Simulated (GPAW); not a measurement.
Wanted: an ASE script for a GPAW 26.7.0 run.

* Task: single point
* Functional: PBEsol
* Potentials or basis: PAW data sets generated in the run's folder for this functional
* Cutoff: 600 eV
* Basis: pw
* k mesh: 10 × 10 × 5
* Occupations: fermi-dirac, width 0.05 eV
* Spin: collinear spin, antiferromagnetic start
* Starting moments: [2.0, -2.0] μB
* Maxiter: 150

V:

```xyz
2
Lattice="2.6043 0.0000 0.0000 -1.3021 2.2554 0.0000 0.0000 0.0000 4.7233" Properties=species:S:1:pos:R:3 pbc="T T T"
V     0.0000    1.5036    1.1808
V     1.3021    0.7518    3.5425
```

This isn't the form of V at room conditions, which is bcc.

These files were run (other wordings do the same):

run.py

```python
from ase import Atoms
from ase.dft.bandgap import bandgap
from ase.io import write
from ase.units import GPa
from gpaw import GPAW, PW, setup_paths

setup_paths.insert(0, '.')

atoms = Atoms(['V', 'V'],
              cell=[[2.6042941027, 0.0, 0.0],
                    [-1.3021470513, 2.2553848518, 0.0],
                    [0.0, 0.0, 4.723336]],
              scaled_positions=[[0.3333333333, 0.6666666667, 0.25],
                                [0.6666666667, 0.3333333333, 0.75]],
              pbc=True)
atoms.set_initial_magnetic_moments([2.0, -2.0])

calc = GPAW(mode=PW(600),
            xc='PBEsol',
            kpts={'size': (10, 10, 5), 'gamma': True},
            occupations={'name': 'fermi-dirac', 'width': 0.05},
            nbands=26,
            convergence={'density': 1e-05, 'energy': 1e-05},
            maxiter=150,
            txt='gpaw.txt')
atoms.calc = calc
energy = atoms.get_potential_energy()
forces = atoms.get_forces()
stress = atoms.get_stress()
calc.write('gs.gpw')
write('result.traj', atoms)
print(f'Energy: {energy:.6f} eV')
print('Forces (eV/A):')
print(forces.round(4))
print('Stress (GPa):', (stress / GPa).round(3))
print('Moments:', calc.get_magnetic_moments().round(3))
print('Fermi level:', round(calc.get_fermi_level(), 4), 'eV')
print(f'Gap: {bandgap(calc)[0]:.4f} eV, direct: {bandgap(calc, direct=True)[0]:.4f} eV')
```

Potentials or basis: PAW data sets generated in the run's folder for this functional, pw.

Launch:

```bash
$ gpaw-setup -f PBEsol V
$ OMP_NUM_THREADS=1 python run.py
```

Results of the run:

- Pressure: -5.7 GPa
- Band gap on the k mesh: none (metal or under the smearing width)
- Net moment: 0.00 μB per cell

It took 39 s on 1 thread of Intel(R) Xeon(R) 6975P-C (Granite Rapids), with other jobs on the host, peak memory 0.19 GiB.
